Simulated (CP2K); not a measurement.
**NaF (Villiaumite) under changes of volume**

One of the cells (12.487 Å³/atom); the others are scaled copies at fixed shape and fractional positions:

```
Na F
1.0
     3.28098    0.00000    0.00000
     1.64049    2.84141    0.00000
     1.64049    0.94714    2.67891
Na F
1 1
Direct
  0.00000 0.00000 0.00000
  0.50000 0.50000 0.50000
```

```yaml
Program: CP2K 2026.2
Functional: PBE
Potentials_or_basis: POTENTIAL_UZH Na GTH-PBE-q1, F GTH-PBE-q7; TZVP-MOLOPT-PBE-GTH basis
Density_cutoff: 18368 eV
k_mesh: 10 × 10 × 10
Occupations: fermi-dirac, width 0.05 eV
Spin: no spin polarisation
```

| volume (Å³/atom) | energy over the lowest point (meV/atom) | pressure (GPa) | gap on the mesh (eV) |
| --- | --- | --- | --- |
| 11.738 | 0.00 | -2.6 | 6.72 |
| 11.988 | ? | ? | ? |
| 12.237 | 11.78 | -3.5 | 6.50 |
| 12.487 | 17.57 | -4.0 | 6.39 |
| 12.737 | 24.19 | -4.4 | 6.29 |
| 12.987 | 31.34 | -4.8 | 6.20 |
| 13.236 | 39.11 | -5.3 | 3.06 |

Question: What does the run at 11.988 Å³/atom give?

Answer: Energy over the lowest point 4.55 meV/atom; pressure -3.2 GPa; gap on the mesh 6.60 eV.

Worked out: A Birch-Murnaghan fit of order 3 (a polynomial in V^(-2/3)) to the other rows has no minimum within the range. It gives 5.91 meV/atom at 11.988 Å³/atom, against the run's 4.55, and -dE/dV = -3.7 GPa, against -3.2. The gap follows no smooth curve through the other rows.

Energies are extrapolated to zero smearing.

Caveats: the basis of atomic orbitals isn't converged, which shifts pressures, moduli and gaps.

A mesh can miss the band edges.
